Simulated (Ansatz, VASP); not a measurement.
One calculation of N, two programs

File POSCAR:

```
N
1.0
    0.0000000000      1.5112182441      1.5112182441
    1.5112182441      0.0000000000      1.5112182441
    1.5112182441      1.5112182441      0.0000000000
N
1
Direct
    0.0000000000      0.0000000000      0.0000000000
```

INCAR.step1

```
SYSTEM = N
PREC = Accurate
ENCUT = 520
ISMEAR = 0
SIGMA = 0.15
LREAL = .False.
LASPH = .True.
NELM = 60
NBANDS = 8
GGA = PE
ALGO = Normal
EDIFF = 1E-4
LWAVE = .True.
LCHARG = .False.
```

Contents of INCAR.step2:

```
SYSTEM = N
PREC = Accurate
ENCUT = 520
EDIFF = 1E-6
ISMEAR = 0
SIGMA = 0.15
LREAL = .False.
LASPH = .True.
NELM = 60
ALGO = Normal
ISIF = 2
LWAVE = .False.
LCHARG = .True.
METAGGA = R2SCAN
LMIXTAU = .True.
LELF = .True.
LVHAR = .True.
NBANDS = 8
ISTART = 1
```

Contents of KPOINTS:

```
regular mesh
0
Gamma
  13 13 13
  0 0 0
```

Input for Ansatz:

```yaml
crystal:
  lattice:
    - [0.0, 1.5112182440671205, 1.5112182440671205]
    - [1.5112182440671205, 0.0, 1.5112182440671205]
    - [1.5112182440671205, 1.5112182440671205, 0.0]
  atoms:
    - { symbol: "N", position: [0.0, 0.0, 0.0] }
basis:
  ecutwfc: 600.0
kpoints:
  mp_grid:
    grid: [13, 13, 13]
hamiltonian:
  xc: r2scan
  pseudopotentials:
    kind: paw
scf:
  occupations:
    method: gaussian
    width: 0.15
output:
  stress: true
```

The real solid is made of molecules; this cell is a model form.

Alike in both runs: task single point; functional r2SCAN; k mesh 13 × 13 × 13; occupations gaussian, width 0.15 eV; no spin polarisation.

|  | VASP | Ansatz |
| --- | --- | --- |
| version | VASP 6.6.1 | Ansatz 0.2.0 |
| potentials or method | VASP PAW PBE potentials, release 64 (N) | plane waves, PAW |
| plane-wave cutoff (eV) | 520 | 600 |
| valence electrons in the cell | 5 | 5 |

|  | VASP | Ansatz | Ansatz less VASP |
| --- | --- | --- | --- |
| pressure (GPa) | 19.6 | 19.7 | +0.07 |

With one functional, cell and mesh, what is left measures potentials, basis and numerics.

Caveats: so large a pressure means that the cell lies far from this level's equilibrium, or that cutoff or potentials fall short (VASP); the potentials were made for another functional, which shifts forces and pressure (VASP).
